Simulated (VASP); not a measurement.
A run of VASP 6.6.1 is set up as follows.

INCAR

```
SYSTEM = Al
PREC = Accurate
ENCUT = 600
EDIFF = 1E-6
ISMEAR = 1
SIGMA = 0.1
LREAL = .FALSE.
LASPH = .TRUE.
NELM = 60
ALGO = Normal
ISIF = 3
LWAVE = .FALSE.
LCHARG = .FALSE.
GGA = PE
IBRION = 2
NSW = 60
EDIFFG = -0.02
```

KPOINTS

```
regular mesh
0
G
  16 16 16
  0 0 0
```

File POSCAR:

```
Al
1.0
    0.0000000000      2.0200000000      2.0200000000
    2.0200000000      0.0000000000      2.0200000000
    2.0200000000      2.0200000000      0.0000000000
Al
1
Direct
    0.0000000000      0.0000000000      0.0000000000
```

Potentials or basis: VASP PAW PBE potentials, release 64 (Al).

The run is started by

```console
$ cat potpaw_PBE.64/Al/POTCAR > POTCAR
$ mpirun -np 1 vasp_std > vasp.out
```

What does it give for the band gap on the k mesh?

None (metal or under the smearing width).

Final structure:
```yaml
crystal:
  lattice:
    - [0.00000, 2.02000, 2.02000]
    - [2.02000, 0.00000, 2.02000]
    - [2.02000, 2.02000, 0.00000]
  atoms:
    - { symbol: Al, position: [0.00000, 0.00000, 0.00000] }
```

Caveat: the relaxation stopped at its first step, so nothing moved.
